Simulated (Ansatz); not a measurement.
Space group P6_3/mmc (No. 194). a = 3.870 Å, b = 3.870 Å, c = 4.927 Å, α = 90.00°, β = 90.00°, γ = 120.00°
| atom | site | symmetry | x | y | z |
| --- | --- | --- | --- | --- | --- |
| Si | 2d | -6m2 | 0.3333 | 0.6667 | 0.7500 |
| Ni | 2a | -3m. | 0.0000 | 0.0000 | 0.0000 |
| Ni | 2c | -6m2 | 0.3333 | 0.6667 | 0.2500 |

Equation of state of this SiNi2 structure (not necessarily the ground state), with shape and atoms relaxed at each volume where symmetry leaves them free. It has no gap at any of these volumes. Computed with DFT r2SCAN, scalar-relativistic, plane waves, PAW in Ansatz 0.2.0.

Cutoff 500 eV; k points 12×12×8 on the computed 6-atom cell (Γ-centred); Gaussian smearing, width 0.10 eV; no spin polarisation.

```json
{"V (Å³/atom)": "9.370", "E − E(largest V) (meV/atom)": "75.14", "P (GPa)": "38.86"}
{"V (Å³/atom)": "9.690", "E − E(largest V) (meV/atom)": "10.35", "P (GPa)": "26.52"}
{"V (Å³/atom)": "10.009", "E − E(largest V) (meV/atom)": "-31.82", "P (GPa)": "16.13"}
{"V (Å³/atom)": "10.328", "E − E(largest V) (meV/atom)": "-54.96", "P (GPa)": "7.38"}
{"V (Å³/atom)": "10.648", "E − E(largest V) (meV/atom)": "-62.07", "P (GPa)": "0.01"}
{"V (Å³/atom)": "10.967", "E − E(largest V) (meV/atom)": "-55.71", "P (GPa)": "-6.17"}
{"V (Å³/atom)": "11.287", "E − E(largest V) (meV/atom)": "-38.02", "P (GPa)": "-11.36"}
{"V (Å³/atom)": "11.713", "E − E(largest V) (meV/atom)": "0.00", "P (GPa)": "-16.96"}
```

Q: Fit a third-order Birch–Murnaghan equation to E(V).

A: V0 = 10.65 Å³/atom, B0 = 224 GPa, B0' = 4.8.